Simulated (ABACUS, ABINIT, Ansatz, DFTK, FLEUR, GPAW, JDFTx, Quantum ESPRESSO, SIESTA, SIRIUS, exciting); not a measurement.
# Al: programs and potentials compared

```xyz
1
Lattice="0.0479 1.9691 2.0269 2.0433 -0.0084 2.0831 2.0406 2.0227 -0.0057" Properties=species:S:1:pos:R:3 pbc="T T T"
Al    0.0167    0.0547   -0.0153
```

The given cell was strained at random by a few per cent at fixed volume.

Alike in all runs: task single point; functional PBEsol; k mesh 11 × 11 × 11; occupations fermi-dirac, width 0.05 eV; no spin polarisation; no spin-orbit coupling. Pressure is positive in compression and, in plane waves, holds the error of the finite cutoff.

```tsv
program and potentials	plane-wave cutoff (eV)	notes	pressure (GPa)	energy over the undisturbed cell (meV/atom)
JDFTx, PseudoDojo-SR-PBEsol-0.4.1-standard with smoothed tails	544	-	-1.86	4.73
ABACUS, PseudoDojo NC SR 0.4.1 PBEsol standard, plane waves	558	-	-1.87	4.72
DFTK, PseudoDojo SR PBEsol 0.4.1 standard (PBEsol)	707	-	-1.87	4.72
SIRIUS, PseudoDojo 0.4.1 PBEsol standard (scalar relativistic)	557	-	-1.87	4.72
Quantum ESPRESSO, GBRV 1.5 PBEsol	612	-	?	?
ABINIT, PseudoDojo NC SR PBEsol v0.4.1 standard	544	-	-1.87	4.72
SIESTA, files PseudoDojo sr-pbesol-0.4.1-standard, DZP (energy shift 0.003 Ry)	-	atomic basis	-1.71	5.37
FLEUR, all-electron, FLAPW	-	-	-	4.66
GPAW, PAW data sets generated for this functional	600	-	-1.58	4.70
exciting, all-electron LAPW+lo, shipped species files, valence relativity iora*	-	-	-	4.74
Ansatz, all-electron LAPW, scalar-relativistic	-	-	-1.72	-
```

Question: Estimate from the other rows what the run with Quantum ESPRESSO, GBRV 1.5 PBEsol gave.

Answer: Pressure -1.80 GPa; energy over the undisturbed cell 4.55 meV/atom. The other rows, which needn't bracket it: pressure -1.87 to -1.58; energy over the undisturbed cell 4.66 to 5.37.
